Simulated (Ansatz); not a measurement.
**Nickel, beta-Sn type under RPBE: structure, energy and stiffness**

The plan for nickel in the beta-Sn type structure: relax it, solve it on a dense k-mesh, then scale the cell to 7 volumes from 88 to 112 % of the relaxed one and try a fit of the equation of state. The start is ferromagnetic. The k-meshes are 15×15×10 for the relaxation; 27×27×13 for the dense run; 18×18×9 for the volumes.

Program: Ansatz 0.2.0. Level of theory: DFT RPBE, plane waves (420 eV) with PAW, scalar-relativistic; PAW files made under PBE, frozen cores solved again for the functional. These are calculated values, not measurements.

**1. The system as given**

Symmetry: I4_1/amd, No. 141, tetragonal system. The conventional cell has a = 4.382 Å, b = 4.382 Å, c = 2.393 Å, α = 90.00°, β = 90.00°, γ = 90.00°. Around Ni (site symmetry -4m2) lie 6 Ni at 2.27 to 2.39 Å.

Coordinates:

```
CELL_PARAMETERS angstrom
-2.19107 2.19107 1.19633
2.19107 -2.19107 1.19633
2.19107 2.19107 -1.19633
ATOMIC_POSITIONS crystal
Ni 0.00000 0.00000 0.00000
Ni 0.75000 0.25000 0.50000
```

Starting moments (μB): +0.8 ×2.

**2. Geometry optimisation**

The input, input.yaml:

```yaml
crystal:
  lattice:
    - [-2.1910720922, 2.1910720922, 1.1963253623]
    - [2.1910720922, -2.1910720922, 1.1963253623]
    - [2.1910720922, 2.1910720922, -1.1963253623]
  atoms:
    - { symbol: Ni, position: [0.0, 0.0, 0.0], spin: 0.8 }
    - { symbol: Ni, position: [0.75, 0.25, 0.5], spin: 0.8 }
hamiltonian:
  xc: rpbe
  pseudopotentials:
    kind: paw
    azcp:
      Ni: "pseudopotentials/Ni.paw.azcp"
basis:
  ecutwfc: 420
  fft_grid_basis: typed
kpoints:
  mp_grid: { grid: [15, 15, 10], shift: [0, 0, 0] }
magnetization:
  spin_polarized: true
scf:
  occupations: { method: fermi_dirac, width: 0.05 }
relax:
  max_steps: 60
  f_tol: 0.01
  cell: {}
output:
  write_density: true
  write_potential: true
  elf: true
  volumetric_format: npy
```

The log of the run:

```text
Warning: crystal.symmetry: narrowed to the stabiliser of the k-point mesh — unitary ops 16 → 4; excluded 12 operations that carry a point of the 15×15×10 mesh (shift [0, 0, 0]) off the mesh (the run samples exactly the mesh kpoints.mp_grid names, as under crystal.symmetry.detect: false, and its converged state has the mesh's symmetry, not the crystal's; ε∞, the Born charges and the force constants of a linear response (`dielectric:` by the response, `phonons.method: dfpt`) are averaged over those of the crystal's operations that the state keeps within a tolerance, where `mesh_tensors`, `unaveraged_element` or `gamma_mean_max_change_ev_ang2` stands beside them; a row that `dielectric.field_direction` solves alone is averaged likewise, with nothing beside; a Γ-centred mesh of equal divisions is mapped onto itself by every operation and keeps the whole group, as does a half-shifted one under kpoints.further_shifts: images)
Warning: RAYON_NUM_THREADS=2 ignored (pool sized by the plan → 2); use --threads N
Engine: ansatz 0.2.0, aarch64-unknown-linux-gnu
Pseudopotentials: kind: paw
Pseudopotential: Ni, paw, valence charge 18, recommended cutoff 420 eV (normal), <dir>
Functional definition: RPBE
  parameter kappa = 0.804
  parameter beta = 0.06672455060314922
  exchange = rpbe_x(kappa = kappa, mu = beta*pi^2/3)
  correlation = pbe_c(beta = beta)
Crystal: 2 atoms, lattice volume = 22.973 Å³
Basis set: ecut = 420 eV, 451 PW (Γ), exchange–correlation on 48×48×48 points (8 copies of the dense FFT grid, shifted against one another)
Bands: 23, of which v1, the nominal top of the filled ones, is band 18 counted from 1 (17 counted from 0)
Symmetry: 4 space group operations
k-points: 608 of 2250
Non-local potential: Ni, projectors of the file, l = 0: 3, l = 1: 2, l = 2: 3, l = 3: 1
PAW form: soft (Blöchl's): semilocal exchange-correlation on the pseudo side does not see the compensation charge
PAW frozen core: Ni, regenerated for the run's functional, and the local potential with it (the file was generated under x = pbe(κ = 0.804, μ = 0.2195149727645171), c = pbe(β = 0.06672455060314922))
PAW one-centre angular grid: Ni, 590 points (default); XC on 64 Gauss nodes
Initial density: superposition of atomic densities (chi_scale 0.1, normalization cell)
Starting moments: Σ|m| = 1.6 μB on 2 of 2 sites
Initial wavefunctions: pseudopotential atomic-orbital guess
Functional: x = rpbe, c = pbe(β = 0.06672455060314922)
iter 1 solved again at ethr=9.52e-4 eV; its pass at ethr=3.10e-3 eV (dr2=3.43e-1 eV) is discarded
SCF iter   1: F=—  HF=-11686.274922 eV  |F-HF|=—  |Δ(HF+E_count)|=         —  Δρ=4.42e-2 (↑1.21e-2 ↓4.42e-2)  dr2=3.43e-1  dr2_m=8.20e-2  M=1.611 μB ∫|m|=1.668 μB  β_m=0.30  ethr=9.52e-4  ⟨swp⟩=1.0  Hψ=141691  notcnv=0
Mixer restart at iter 1: flushing history
preconditioner: auto → none  [metal: Δε(μ)=0.001 eV  Ē_g=8.704 eV  σ=0.050 eV  W_gap=0.01  n_scr=8 (ndim 8)  ℏωp=34.6 eV  f_vac=0.000  D(μ)=3.72/eV (n_scr^D=54)  sad-step TF]
SCF iter   2: F=—  HF=-11686.666173 eV  |F-HF|=—  |Δ(HF+E_count)|=   3.91e-1  Δρ=2.63e-2 (↑2.63e-2 ↓1.10e-2)  dr2=5.41e-2  dr2_m=4.59e-2  M=1.593 μB ∫|m|=1.669 μB  β_m=0.32  ethr=9.52e-4  ⟨swp⟩=2.3  Hψ=43772  notcnv=0
SCF iter   3: F=—  HF=-11687.360335 eV  |F-HF|=—  |Δ(HF+E_count)|=         —  Δρ=1.92e-2 (↑1.92e-2 ↓7.41e-3)  dr2=4.92e-2  dr2_m=1.74e-2  M=1.558 μB ∫|m|=1.650 μB  β_m=0.32  ethr=1.50e-4  ⟨swp⟩=2.3  Hψ=51695  notcnv=0
Mixer restart at iter 3: flushing history
SCF iter   4: F=—  HF=-11687.835960 eV  |F-HF|=—  |Δ(HF+E_count)|=   4.76e-1  Δρ=1.05e-2 (↑1.05e-2 ↓6.98e-3)  dr2=2.86e-2  dr2_m=3.37e-3  M=1.506 μB ∫|m|=1.611 μB  β_m=0.64  ethr=1.37e-4  ⟨swp⟩=2.2  Hψ=46071  notcnv=0  defer=5
SCF iter   5: F=—  HF=-11688.468957 eV  |F-HF|=—  |Δ(HF+E_count)|=   6.33e-1  Δρ=1.30e-2 (↑2.99e-3 ↓1.30e-2)  dr2=3.13e-2  dr2_m=7.60e-3  M=1.377 μB ∫|m|=1.511 μB  β_m=0.82  ethr=7.94e-5  ⟨swp⟩=2.6  Hψ=55476  notcnv=0  defer=38
SCF iter   6: F=—  HF=-11688.532290 eV  |F-HF|=—  |Δ(HF+E_count)|=   6.33e-2  Δρ=1.07e-2 (↑1.07e-2 ↓5.70e-3)  dr2=2.96e-2  dr2_m=1.66e-3  M=1.362 μB ∫|m|=1.500 μB  β_m=0.70  ethr=7.94e-5  ⟨swp⟩=2.7  Hψ=59021  notcnv=0  defer=179
SCF iter   7: F=—  HF=-11688.521990 eV  |F-HF|=—  |Δ(HF+E_count)|=   1.03e-2  Δρ=4.14e-3 (↑8.37e-4 ↓4.14e-3)  dr2=2.88e-3  dr2_m=7.58e-4  M=1.334 μB ∫|m|=1.472 μB  β_m=0.85  ethr=7.94e-5  ⟨swp⟩=2.2  Hψ=47388  notcnv=0  defer=183
SCF iter   8: F=—  HF=-11688.525202 eV  |F-HF|=—  |Δ(HF+E_count)|=   3.21e-3  Δρ=1.57e-3 (↑3.62e-4 ↓1.57e-3)  dr2=4.69e-4  dr2_m=9.22e-5  M=1.322 μB ∫|m|=1.459 μB  β_m=0.92  ethr=8.01e-6  ⟨swp⟩=2.0  Hψ=41860  notcnv=0  defer=183
SCF iter   9: F=—  HF=-11688.525384 eV  |F-HF|=—  |Δ(HF+E_count)|=   1.81e-4  Δρ=6.35e-5 (↑6.35e-5 ↓5.89e-5)  dr2=1.18e-6  dr2_m=2.77e-7  M=1.318 μB ∫|m|=1.455 μB  β_m=0.79  ethr=1.30e-6  ⟨swp⟩=2.0  Hψ=39940  notcnv=0  defer=185
SCF iter  10: F=—  HF=-11688.525384 eV  |F-HF|=—  |Δ(HF+E_count)|=   1.91e-7  Δρ=3.22e-5 (↑3.22e-5 ↓1.73e-5)  dr2=2.61e-7  dr2_m=2.77e-8  M=1.318 μB ∫|m|=1.455 μB  β_m=0.82  ethr=3.26e-9  ⟨swp⟩=2.3  Hψ=48600  notcnv=0  defer=185
SCF iter  11: F=—  HF=-11688.525384 eV  |F-HF|=—  |Δ(HF+E_count)|=   1.20e-8  Δρ=1.24e-5 (↑2.28e-6 ↓1.24e-5)  dr2=2.79e-8  dr2_m=5.98e-9  M=1.318 μB ∫|m|=1.455 μB  β_m=0.91  ethr=7.24e-10  ⟨swp⟩=2.4  Hψ=44993  notcnv=0  defer=185
SCF iter  12: F=-11688.525384 eV  HF=-11688.525384 eV  |F-HF|=9.93e-9  |Δ(HF+E_count)|=   7.30e-9  Δρ=6.55e-6 (↑2.92e-6 ↓6.55e-6)  dr2=1.23e-8  dr2_m=7.60e-10  M=1.318 μB ∫|m|=1.455 μB  ethr=7.76e-11  ⟨swp⟩=5.9  Hψ=160102  notcnv=0
SCF 1 converged in 12 iterations: F = -11688.525384 eV  dr2 = 1.23e-8
relax step   1: F+E_penalty+E_count = -11688.52538396 eV  Δ(F+E_penalty+E_count) = +0.000e0 eV  max|allowed force component| = 1.057e-3 eV/Å  Δτ_max = 0.0000 Å  P = +13.204 GPa  Ω = 22.973 Å³  (12 SCF iters, dr2 threshold 1.00e-7 eV, accepted)
[... from here on, the SCF cycles and remarks between the steps are left out ...]
relax step   2: F+E_penalty+E_count = -11688.57631370 eV  Δ(F+E_penalty+E_count) = -5.093e-2 eV  max|allowed force component| = 3.147e-4 eV/Å  Δτ_max = 0.0000 Å  P = +6.448 GPa  Ω = 23.821 Å³  energy of the carried Pulay correction = -5.348e-4 eV  (9 SCF iters, dr2 threshold 2.00e-7 eV, accepted)
relax step   3: F+E_penalty+E_count = -11688.59487693 eV  Δ(F+E_penalty+E_count) = -1.856e-2 eV  max|allowed force component| = 7.627e-4 eV/Å  Δτ_max = 0.0001 Å  P = +0.743 GPa  Ω = 24.689 Å³  energy of the carried Pulay correction = -1.064e-3 eV  (10 SCF iters, dr2 threshold 2.00e-7 eV, accepted)
relax step   4: F+E_penalty+E_count = -11688.59511784 eV  Δ(F+E_penalty+E_count) = -2.409e-4 eV  max|allowed force component| = 1.173e-3 eV/Å  Δτ_max = 0.0001 Å  P = +0.050 GPa  Ω = 24.807 Å³  energy of the carried Pulay correction = -1.134e-3 eV  (8 SCF iters, dr2 threshold 2.00e-7 eV, accepted)
relax step   5: F+E_penalty+E_count = -11688.59539324 eV  Δ(F+E_penalty+E_count) = -2.754e-4 eV  max|allowed force component| = 2.819e-3 eV/Å  Δτ_max = 0.0007 Å  P = +0.035 GPa  Ω = 24.809 Å³  energy of the carried Pulay correction = -1.135e-3 eV  (6 SCF iters, dr2 threshold 5.70e-8 eV, accepted)
relax step   6: F+E_penalty+E_count = -11688.62122316 eV  Δ(F+E_penalty+E_count) = -2.583e-2 eV  max|allowed force component| = 2.542e-2 eV/Å  Δτ_max = 0.0059 Å  P = -0.713 GPa  Ω = 24.796 Å³  energy of the carried Pulay correction = -1.123e-3 eV  (8 SCF iters, dr2 threshold 2.00e-7 eV, accepted)
relax step   7: F+E_penalty+E_count = -11688.68932916 eV  Δ(F+E_penalty+E_count) = -6.811e-2 eV  max|allowed force component| = 4.191e-2 eV/Å  Δτ_max = 0.0060 Å  P = -1.700 GPa  Ω = 24.571 Å³  energy of the carried Pulay correction = -9.850e-4 eV  (8 SCF iters, dr2 threshold 2.00e-7 eV, accepted)
relax step   8: F+E_penalty+E_count = -11688.79525068 eV  Δ(F+E_penalty+E_count) = -1.059e-1 eV  max|allowed force component| = 5.001e-2 eV/Å  Δτ_max = 0.0060 Å  P = -3.142 GPa  Ω = 24.146 Å³  energy of the carried Pulay correction = -7.234e-4 eV  (7 SCF iters, dr2 threshold 2.00e-7 eV, accepted)
relax step   9: F+E_penalty+E_count = -11688.91319674 eV  Δ(F+E_penalty+E_count) = -1.179e-1 eV  max|allowed force component| = 5.735e-2 eV/Å  Δτ_max = 0.0055 Å  P = -3.922 GPa  Ω = 23.493 Å³  energy of the carried Pulay correction = -3.154e-4 eV  (7 SCF iters, dr2 threshold 2.00e-7 eV, accepted)
relax step  10: F+E_penalty+E_count = -11689.00191631 eV  Δ(F+E_penalty+E_count) = -8.872e-2 eV  max|allowed force component| = 4.393e-2 eV/Å  Δτ_max = 0.0072 Å  P = +0.320 GPa  Ω = 22.404 Å³  energy of the carried Pulay correction = +3.887e-4 eV  (9 SCF iters, dr2 threshold 2.00e-7 eV, accepted)
relax step  11: F+E_penalty+E_count = -11689.03340213 eV  Δ(F+E_penalty+E_count) = -3.149e-2 eV  max|allowed force component| = 2.975e-3 eV/Å  Δτ_max = 0.0077 Å  P = -0.169 GPa  Ω = 21.711 Å³  energy of the carried Pulay correction = +8.553e-4 eV  (8 SCF iters, dr2 threshold 2.00e-7 eV, accepted)
relax step  12: F+E_penalty+E_count = -11689.03418167 eV  Δ(F+E_penalty+E_count) = -7.795e-4 eV  max|allowed force component| = 1.904e-2 eV/Å  Δτ_max = 0.0629 Å  P = +0.508 GPa  Ω = 22.012 Å³  energy of the carried Pulay correction = +6.506e-4 eV  (9 SCF iters, dr2 threshold 2.00e-7 eV, accepted)
relax step  13: F+E_penalty+E_count = -11689.03861590 eV  Δ(F+E_penalty+E_count) = -4.434e-3 eV  max|allowed force component| = 2.033e-2 eV/Å  Δτ_max = 0.0224 Å  P = -0.217 GPa  Ω = 21.918 Å³  energy of the carried Pulay correction = +7.143e-4 eV  (7 SCF iters, dr2 threshold 2.00e-7 eV, accepted)
relax step  14: F+E_penalty+E_count = -11689.03880066 eV  Δ(F+E_penalty+E_count) = -1.848e-4 eV  max|allowed force component| = 5.448e-5 eV/Å  Δτ_max = 0.0003 Å  P = +0.086 GPa  Ω = 21.886 Å³  energy of the carried Pulay correction = +7.361e-4 eV  (7 SCF iters, dr2 threshold 2.00e-7 eV, accepted)
relax step  15: F+E_penalty+E_count = -11689.03879906 eV  Δ(F+E_penalty+E_count) = +1.593e-6 eV  max|allowed force component| = 1.070e-4 eV/Å  Δτ_max = 0.0008 Å  P = -0.004 GPa  Ω = 21.893 Å³  energy of the carried Pulay correction = +7.312e-4 eV  (6 SCF iters, dr2 threshold 4.67e-8 eV, accepted)
relax step  16: F+E_penalty+E_count = -11689.19274322 eV  Δ(F+E_penalty+E_count) = -1.539e-1 eV  max|allowed force component| = 4.293e-5 eV/Å  Δτ_max = 0.0000 Å  P = +9.146 GPa  Ω = 21.893 Å³  stress off target by 2.43e1 GPa  SCF on the basis re-selected at this cell (its energy is not comparable with the rows above)  (10 SCF iters)
relax step  17: F+E_penalty+E_count = -11689.29158127 eV  Δ(F+E_penalty+E_count) = -9.884e-2 eV  max|allowed force component| = 1.149e-3 eV/Å  Δτ_max = 0.0000 Å  P = +4.710 GPa  Ω = 22.223 Å³  energy of the carried Pulay correction = -3.051e-4 eV  (8 SCF iters, dr2 threshold 2.00e-7 eV, accepted)
relax step  18: F+E_penalty+E_count = -11689.32444650 eV  Δ(F+E_penalty+E_count) = -3.287e-2 eV  max|allowed force component| = 3.418e-3 eV/Å  Δτ_max = 0.0006 Å  P = +2.183 GPa  Ω = 22.482 Å³  energy of the carried Pulay correction = -5.624e-4 eV  (7 SCF iters, dr2 threshold 2.00e-7 eV, accepted)
relax step  19: F+E_penalty+E_count = -11689.32707367 eV  Δ(F+E_penalty+E_count) = -2.627e-3 eV  max|allowed force component| = 3.309e-3 eV/Å  Δτ_max = 0.0229 Å  P = -1.012 GPa  Ω = 22.875 Å³  energy of the carried Pulay correction = -7.975e-4 eV  (9 SCF iters, dr2 threshold 2.00e-7 eV, accepted)
relax step  20: F+E_penalty+E_count = -11689.33366330 eV  Δ(F+E_penalty+E_count) = -6.590e-3 eV  max|allowed force component| = 7.489e-3 eV/Å  Δτ_max = 0.0383 Å  P = -1.342 GPa  Ω = 22.890 Å³  energy of the carried Pulay correction = -8.105e-4 eV  (8 SCF iters, dr2 threshold 2.00e-7 eV, accepted)
relax step  21: F+E_penalty+E_count = -11689.36373670 eV  Δ(F+E_penalty+E_count) = -3.007e-2 eV  max|allowed force component| = 7.985e-3 eV/Å  Δτ_max = 0.0858 Å  P = -2.638 GPa  Ω = 22.909 Å³  energy of the carried Pulay correction = -8.257e-4 eV  (8 SCF iters, dr2 threshold 2.00e-7 eV, accepted)
relax step  22: F+E_penalty+E_count = -11689.39715333 eV  Δ(F+E_penalty+E_count) = -3.342e-2 eV  max|allowed force component| = 2.594e-2 eV/Å  Δτ_max = 0.0799 Å  P = -2.494 GPa  Ω = 22.646 Å³  energy of the carried Pulay correction = -6.708e-4 eV  (7 SCF iters, dr2 threshold 2.00e-7 eV, accepted)
relax step  23: F+E_penalty+E_count = -11689.40350105 eV  Δ(F+E_penalty+E_count) = -6.348e-3 eV  max|allowed force component| = 1.777e-4 eV/Å  Δτ_max = 0.0082 Å  P = +0.276 GPa  Ω = 22.222 Å³  energy of the carried Pulay correction = -4.074e-4 eV  (8 SCF iters, dr2 threshold 2.00e-7 eV, accepted)
relax step  24: F+E_penalty+E_count = -11689.40371029 eV  Δ(F+E_penalty+E_count) = -2.092e-4 eV  max|allowed force component| = 2.664e-4 eV/Å  Δτ_max = 0.0039 Å  P = +0.016 GPa  Ω = 22.265 Å³  energy of the carried Pulay correction = -4.373e-4 eV  (6 SCF iters, dr2 threshold 2.00e-7 eV, accepted)
relax step  25: F+E_penalty+E_count = -11689.40370962 eV  Δ(F+E_penalty+E_count) = +6.690e-7 eV  max|allowed force component| = 6.100e-5 eV/Å  Δτ_max = 0.0003 Å  P = -0.008 GPa  Ω = 22.267 Å³  energy of the carried Pulay correction = -4.390e-4 eV  (6 SCF iters, dr2 threshold 9.82e-9 eV, accepted)
relax step  26: F+E_penalty+E_count = -11689.42828431 eV  Δ(F+E_penalty+E_count) = -2.457e-2 eV  max|allowed force component| = 2.864e-3 eV/Å  Δτ_max = 0.0000 Å  P = +2.024 GPa  Ω = 22.267 Å³  stress off target by 5.58e0 GPa  SCF on the basis re-selected at this cell (its energy is not comparable with the rows above)  (10 SCF iters)
relax step  27: F+E_penalty+E_count = -11689.43914003 eV  Δ(F+E_penalty+E_count) = -1.086e-2 eV  max|allowed force component| = 1.631e-4 eV/Å  Δτ_max = 0.0175 Å  P = +0.729 GPa  Ω = 22.405 Å³  energy of the carried Pulay correction = -9.014e-5 eV  (8 SCF iters, dr2 threshold 2.00e-7 eV, accepted)
relax step  28: F+E_penalty+E_count = -11689.44152381 eV  Δ(F+E_penalty+E_count) = -2.384e-3 eV  max|allowed force component| = 2.044e-3 eV/Å  Δτ_max = 0.0052 Å  P = -0.085 GPa  Ω = 22.502 Å³  energy of the carried Pulay correction = -1.582e-4 eV  (7 SCF iters, dr2 threshold 2.00e-7 eV, accepted)
relax step  29: F+E_penalty+E_count = -11689.44156441 eV  Δ(F+E_penalty+E_count) = -4.060e-5 eV  max|allowed force component| = 4.755e-4 eV/Å  Δτ_max = 0.0017 Å  P = -0.001 GPa  Ω = 22.491 Å³  energy of the carried Pulay correction = -1.527e-4 eV  (5 SCF iters, dr2 threshold 1.97e-7 eV, accepted)
relax step  30: F+E_penalty+E_count = -11689.44157851 eV  Δ(F+E_penalty+E_count) = -1.410e-5 eV  max|allowed force component| = 4.831e-4 eV/Å  Δτ_max = 0.0000 Å  P = -0.017 GPa  Ω = 22.491 Å³  stress off target by 4.33e-2 GPa  SCF on the basis re-selected at this cell (its energy is not comparable with the rows above)  (8 SCF iters)
basis re-selected at this cell: Δ(F+E_penalty+E_count) = -1.410e-5 eV, ΔP = -0.017 GPa vs the last step (what re-selecting the basis moved, of the pressure what is left beyond the Pulay correction that the steps carried, after the strain that the cell walked since its last selection, with what the two solves' SCF thresholds leave and, on support functions, any second-order correction that the steps lacked; it is no measure of the basis error at this ecutwfc). The dense FFT grid was sized anew with the basis: this SCF ran on 18×18×36 points, the steps before it on 18×18×32, so part of this shift can come from that change (see relax.cell in the input reference). This SCF's stress stands 4.33e-2 GPa from its target on what of the cell is left free (relax.cell.stress_tol is 5.00e-2 GPa) and its largest allowed force component is 4.83e-4 eV/Å (relax.f_tol is 1.00e-2 eV/Å): within both
SCF converged after 8 iterations
Magnetization: 1.3114 μB (18.6557 up, 17.3443 down)
Absolute magnetization: 1.5179 μB (∫|ρ↑−ρ↓|, with the PAW one-centre terms)
Spin contamination: 0.0164 ħ² per cell (⟨S²⟩ above its minimum at these occupations)
Per-site moments (μB) at R_I (Å): [(0.6992207474212616, 1.0349946702415573), (0.699220747421262, 1.0349946702415573)]
Free energy (F): -11689.441579 eV
Harris-Foulkes:  -11689.441579 eV  (|F-HF|=1.82e-12)
Internal energy: -11689.406182 eV  (E = F + TS)
E sigma→0 (E₀):  -11689.423880 eV
Entropy (-TS):   -0.035397 eV (-17.698 meV/atom)
Fermi energy:    17.621097 eV
--- Per-component energies (eV) ---
  E_band       = -588.575671
  E_kinetic    = 562.511202
  E_local      = -6985.236400  (includes V_loc(G=0)·N_el)
  E_nonlocal   = 1271.982155
  E_hartree    = 2915.535512
  E_xc         = -168.914400
  E_vxc        = -217.506871  (∫ρ·V_xc dr)
  E_paw        = -3270.814413  (= ΣΔE_a)
  E_vpaw       = -1051.397686  (= ΣTr[D̂ρ^β])
  E_aug_tail   = 0.001010  (compensation charges beyond the density's cutoff)
  E_ewald      = -6014.382157
  E_core_change = -0.088691  (= ΣΔE_core)
  E_smearing   = -0.035397  (= −TS)
  E_closure    = -0.000000  (closes the sum)
  Σ components = -11689.441579   (vs F -11689.441579, Δ=0.00e0)
--- Forces (eV/Å), atoms counted from 1 ---
  atom   1  Ni    -0.00048314     0.00048314     0.00000000
  atom   2  Ni     0.00048314    -0.00048314     0.00000000
  max |Σ_I F_I| component: 0.00e0 eV/Å
--- Stress (GPa, compression-positive) ---
       -0.022654      -0.018006       0.007039
       -0.018006      -0.022654       0.007039
        0.007039       0.007039      -0.006386
  P = ⅓ Tr σ = -0.0172 GPa (-0.172 kbar)
--- Band table (eV; the first three rows and the last of 1216) ---
  k-point 0 ↑: bands = ["-86.1831", "-86.1554", "-46.5555", "-46.4133", "-46.4125", "-46.3863", "-46.3857", "-46.3672", "8.7041", "12.8674", "15.1931", "15.2969", "15.2990", "15.5489", "15.5495", "15.9511", "15.9548", "16.8429", "16.8439", "17.1904", "22.8829", "39.7328", "41.4853"]
  k-point 1 ↑: bands = ["-86.1824", "-86.1561", "-46.5509", "-46.4126", "-46.4119", "-46.3870", "-46.3864", "-46.3719", "8.7989", "12.8227", "15.1717", "15.2787", "15.2808", "15.5283", "15.5289", "15.9981", "16.0017", "16.8001", "16.8367", "16.8375", "23.4952", "39.7155", "41.2646"]
  k-point 2 ↑: bands = ["-86.1804", "-86.1580", "-46.5377", "-46.4107", "-46.4100", "-46.3889", "-46.3883", "-46.3853", "9.0800", "12.6510", "15.1121", "15.2433", "15.2453", "15.4726", "15.4733", "16.0168", "16.1168", "16.1202", "16.8140", "16.8144", "24.9787", "38.8273", "39.9107"]
  k-point 607 ↓: bands = ["-85.2719", "-85.2719", "-45.7109", "-45.7109", "-45.5737", "-45.5737", "-45.5652", "-45.5652", "13.5187", "13.5187", "14.8647", "14.8647", "16.7575", "16.7575", "17.1777", "17.1777", "17.8267", "17.8267", "18.9940", "18.9940", "24.6319", "24.6319", "35.4696"]
--- Relaxed structure (27 steps of the walk, 27 accepted, 3 SCFs on fresh bases) ---
  F+E_penalty+E_count = -11689.44157851 eV   max|allowed force component| = 4.831e-4 eV/Å   (the final SCF, on the basis selected at the relaxed cell)
  cell:  # Å, volume = 22.4911 Å³
    - [-1.6853156755088075, 1.3881182496110023, 1.2368124081965608]
    - [1.3881182496110023, -1.6853156755088075, 1.2368124081965608]
    - [3.172368620476226, 3.172368620476226, -1.7811300380647666]
  atoms:
    - { symbol: Ni, position: [-0.04155343478598761, 0.04155343478598761, 0.0] }
    - { symbol: Ni, position: [0.7915534347859875, 0.2084465652140123, 0.4999999999999998] }
```

It took 10 min on 2 threads of Arm Neoverse V2, shared host; peak memory 0.75 GiB.

The steps of the relaxation:

```csv
step,energy change (meV/atom),largest force (eV/Å),pressure (GPa),volume (Å³/atom)
1,0.00,0.0011,13.20,11.487
2,-25.46,0.0003,6.45,11.910
3,-34.75,0.0008,0.74,12.345
4,-34.87,0.0012,0.05,12.404
5,-35.00,0.0028,0.04,12.404
6,-47.92,0.0254,-0.71,12.398
7,-81.97,0.0419,-1.70,12.286
8,-134.93,0.0500,-3.14,12.073
9,-193.91,0.0573,-3.92,11.746
10,-238.27,0.0439,0.32,11.202
11,-254.01,0.0030,-0.17,10.855
12,-254.40,0.0190,0.51,11.006
13,-256.62,0.0203,-0.22,10.959
14,-256.71,0.0001,0.09,10.943
15,-256.71,0.0001,0.00,10.947
16,-333.68,0.0000,9.15,10.947
17,-383.10,0.0011,4.71,11.112
18,-399.53,0.0034,2.18,11.241
19,-400.84,0.0033,-1.01,11.437
20,-404.14,0.0075,-1.34,11.445
21,-419.18,0.0080,-2.64,11.454
22,-435.88,0.0259,-2.49,11.323
23,-439.06,0.0002,0.28,11.111
24,-439.16,0.0003,0.02,11.133
25,-439.16,0.0001,-0.01,11.134
26,-451.45,0.0029,2.02,11.134
27,-456.88,0.0002,0.73,11.203
28,-458.07,0.0020,-0.08,11.251
29,-458.09,0.0005,0.00,11.246
30,-458.10,0.0005,-0.02,11.246
```

Steps that repeat a cell are solved on a basis chosen anew, so their changes of energy are no gain of the relaxation.

The cell of the run, before and after:

|  | before | after | change |
| --- | --- | --- | --- |
| a (Å) | 3.322 | 2.509 | -24.5 % |
| b (Å) | 3.322 | 2.509 | -24.5 % |
| c (Å) | 3.322 | 4.827 | +45.3 % |
| α (°) | 97.45 | 105.05 | +7.8 % |
| β (°) | 97.45 | 105.05 | +7.8 % |
| γ (°) | 137.78 | 120.01 | -12.9 % |
| volume (Å³/atom) | 11.487 | 11.246 | -2.1 % |
| shortest distance (Å) | 2.271 | 2.509 | +10.5 % |
| space group (spins left aside) | I4_1/amd | P6_3/mmc | changed |

(Part 1 of 2 ends here.)
